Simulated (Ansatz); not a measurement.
# Al3Cu2: properties at the relaxed cell

The task here is to estimate one member of a computed series from the others.

Program: Ansatz 0.2.0. Level of theory: DFT PBEsol, scalar-relativistic, plane waves, PAW. These are calculated values, not measurements.

1 further run of the same task is left out (set aside as unsound or not needed).

## Starting point

It takes space group P-3m1 (No. 164, trigonal). The conventional cell has a = 4.099 Å, b = 4.099 Å, c = 4.982 Å, α = 90.00°, β = 90.00°, γ = 120.00°. Around Al (site symmetry -3m) lie 6 Cu at 2.49 Å. Al (site symmetry 3m) has 5 Cu at 2.45 to 2.56 Å and 3 Al at 2.79 Å as nearest neighbours. Cu (site symmetry 3m) has 8 Al at 2.45 to 2.56 Å as nearest neighbours.

Structure file:

```xyz
5
Lattice="4.0986 0.0000 0.0000 -2.0493 3.5495 0.0000 0.0000 0.0000 4.9821" Properties=species:S:1:pos:R:3 pbc="T T T"
Al    0.0000    0.0000    0.0000
Al    0.0000    2.3663    1.7512
Al    2.0493    1.1832    3.2309
Cu    0.0000    2.3663    4.1964
Cu    2.0493    1.1832    0.7857
```

It goes back to an entry of the Materials Project, which need not be the stable form.

This cell was relaxed beforehand with the same method: volume 14.50 Å³/atom, gap on the mesh none (metal).

The first run:

Contents of input.yaml:

```yaml
crystal:
  lattice:
    - [4.0985855953, 0.0, 0.0]
    - [-2.0492927976, 3.5494792451, 0.0]
    - [0.0, 0.0, 4.9821008573]
  atoms:
    - { symbol: Al, position: [0.0, 0.0, 0.0] }
    - { symbol: Al, position: [0.3333333333, 0.6666666667, 0.3515059881] }
    - { symbol: Al, position: [0.6666666667, 0.3333333333, 0.6484940119] }
    - { symbol: Cu, position: [0.3333333333, 0.6666666667, 0.8422899936] }
    - { symbol: Cu, position: [0.6666666667, 0.3333333333, 0.1577100064] }
basis:
  ecutwfc: 420
kpoints:
  mp_grid: { grid: [12, 12, 8] }
  band_path:
    path:
      - [[0.0, 0.0, 0.0], [0.5, 0.0, 0.0], [0.33333333, 0.33333333, 0.0], [0.0, 0.0, 0.0], [0.0, 0.0, 0.5], [0.5, 0.0, 0.5], [0.33333333, 0.33333333, 0.5], [0.0, 0.0, 0.5]]
      - [[0.5, 0.0, 0.5], [0.5, 0.0, 0.0]]
      - [[0.33333333, 0.33333333, 0.5], [0.33333333, 0.33333333, 0.0]]
    npoints: 14
hamiltonian:
  xc: pbesol
scf:
  occupations: { method: gaussian, width: 0.1 }
  n_extra_bands: 12
output:
  forces: true
  stress: true
  eigenvalues: true
  populations: true
  dos: { projected: true, de: 0.02, nscf_kmesh: { grid: [18, 18, 12] } }
  bader: true
```

Run with:

```console
$ ansatz run input.yaml --threads 1 --pin off --max-ram 2560MiB --backend cpu --events-out ev --progress --plain --runs-dir out
```

Steps of the session up to this table: Static run: bands, density of states and charges; Point at V/V0 = 0.97; Volume × 1.03; The cell scaled to 0.94 of its volume; The cell scaled to 1.06 of its volume.

One of the session's tables, all rows but one given; the rest of the session is left out.

It belongs to the step «Equation of state». 

| volume (Å³/atom) | energy above the lowest point (meV/atom) | pressure (GPa) |
| --- | --- | --- |
| 13.626 | 20.5 | 8.08 |
| 14.061 | 4.8 | 3.68 |
| 14.496 | 0.0 | -0.03 |
| 14.931 | ? | ? |
| 15.366 | 16.7 | -5.71 |

Estimate the missing values for volume (Å³/atom) = 14.931.

Worked estimate for «energy above the lowest point (meV/atom)». A straight line through the neighbours (14.496, 0.0) and (15.366, 16.7) gives 0.0 + (16.7 − 0.0) × (14.931 − 14.496) / (15.366 − 14.496) = 8.3; a parabola fitted to 3 rows on both sides gives 4.0.

As computed: energy above the lowest point (meV/atom): 4.5; pressure (GPa): -3.13. In «energy above the lowest point (meV/atom)» the line misses by +3.8 and the parabola by -0.5.
